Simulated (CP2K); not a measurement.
# TiO2 in CP2K: the effect of functional

Crystal: TiO2.

```
Ti O
1.0
     6.43537    0.00000    0.00000
     5.33288    3.60199    0.00000
    -1.84389   -0.56437    6.32897
Ti O
4 8
Direct
  0.90007 0.90007 0.28960
  0.19529 0.19529 0.28376
  0.09993 0.09993 0.71040
  0.80471 0.80471 0.71624
  0.36193 0.36193 0.29340
  0.26349 0.26349 0.65250
  0.86719 0.86719 0.99529
  0.73651 0.73651 0.34750
  0.94165 0.94165 0.63002
  0.13281 0.13281 0.00471
  0.63807 0.63807 0.70660
  0.05835 0.05835 0.36998
```

The cell comes from a database or a generator and needn't be the stable form of this composition.

Alike in all runs:

```yaml
Program: CP2K 2026.2
Potentials_or_basis: POTENTIAL_UZH Ti GTH-PBE-q12, O GTH-PBE-q6; DZVP-MOLOPT-PBE-GTH basis
Density_cutoff: 11565 eV
k_mesh: 6 × 6 × 4
Occupations: fermi-dirac, width 0.05 eV
Spin: no spin polarisation
```

| functional | gap on the mesh (eV) | pressure (GPa) | largest force (eV/Å) |
| --- | --- | --- | --- |
| PBE | 2.70 | -0.2 | 0.19 |
| LDA | 2.66 | -8.8 | 0.19 |
| PBEsol | 2.69 | -5.1 | 0.13 |
| HLE16 | 2.48 | -28.2 | 1.64 |
| vdW-DF-cx | ? | ? | ? |
| revPBE | 2.72 | 2.3 | 0.23 |
| HLE17 | 2.70 | -20.6 | 0.92 |

Question: What does the run with functional vdW-DF-cx give?

Answer: gap on the mesh 2.71 eV; pressure -4.2 GPa; largest force 0.09 eV/Å.

Caveats: the basis of atomic orbitals isn't converged, which shifts pressures, moduli and gaps; the potentials were made for another functional, which shifts forces and pressure (some runs); the potentials were made for a functional far from this one (some runs).

A k mesh can miss the band edges.
